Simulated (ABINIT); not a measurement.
Fe: single point with PBE

Fe:

```xyz
1
Lattice="-1.4430 1.4430 1.4430 1.4430 -1.4430 1.4430 1.4430 1.4430 -1.4430" Properties=species:S:1:pos:R:3 pbc="T T T"
Fe    0.0000    0.0000    0.0000
```

```
Program             : ABINIT 10.8.3 (patched build)
Task                : single point
Functional          : PBE
Potentials or basis : JTH PAW PBE v2.0
Cutoff              : 707 eV
k mesh              : 10 × 10 × 10
Occupations         : fermi-dirac, width 0.05 eV
Spin                : collinear spin, ferromagnetic start
Starting moments    : [3.0] μB
```

The pressure is -12.0 GPa and the band gap on the k mesh is none (metal or under the smearing width). The net moment is 2.17 μB per cell, the site moments are Fe +2.24 μB and the valence electrons inside the program's atomic spheres are Fe 14.38 (radii [1.1194] Å).

Levels at points of the mesh, in eV from the Fermi level:
Spin up:
```
           k point  band 6  band 7  band 8  band 9  band 10  band 11  band 12  band 13
(0.00, 0.00, 0.00)   -2.14   -2.14   -2.14   -1.06    -1.06    24.20    24.20    24.20
(0.50, 0.00, 0.00)   -3.14   -0.99   -0.89    0.34     0.47     6.89    17.73    19.21
(0.50, 0.50, 0.50)   -4.50    0.09    0.09    0.09     9.45     9.45     9.45    15.09
```
Spin down:
```csv
k point,band 3,band 4,band 5,band 6,band 7,band 8,band 9,band 10,band 11,band 12
"(0.00, 0.00, 0.00)",-51.25,-51.25,-8.02,-0.25,-0.25,-0.25,1.72,1.72,23.87,23.87
"(0.50, 0.00, 0.00)",-51.37,-51.24,-3.35,-1.44,0.49,1.56,1.96,2.55,8.24,17.71
"(0.50, 0.50, 0.50)",-51.52,-51.52,-2.67,-2.67,2.27,2.27,2.27,9.66,9.66,9.66
```

Wall time 44 s on 1 thread of Arm Neoverse N1 (shared host), peak memory 0.1 GiB.
